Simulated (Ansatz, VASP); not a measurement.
One calculation of InPd, two programs

```
In Pd
1.0
     3.30428    0.00000    0.00000
     0.00000    3.30428    0.00000
     0.00000    0.00000    3.30428
In Pd
1 1
Direct
  0.00000 0.00000 0.00000
  0.50000 0.50000 0.50000
```

Change from the starting cell: volume scaled by 1.03.

Alike in both runs: task single point; functional LDA; k mesh 13 × 13 × 13; occupations fermi-dirac, width 0.03 eV; no spin polarisation.

|  | VASP | Ansatz |
| --- | --- | --- |
| version | VASP 6.6.1 | Ansatz 0.2.0 |
| potentials or method | VASP PAW LDA potentials, release 64 (In_d, Pd), cutoff 520 eV | all-electron LAPW, scalar-relativistic |

Ansatz gave:

* pressure (GPa): -9.6

**Question.** Which values does VASP return?

**Answer.** Pressure (GPa): -9.4.

Ansatz ran all-electron here, so the differences hold the error of VASP's frozen core and of both bases.
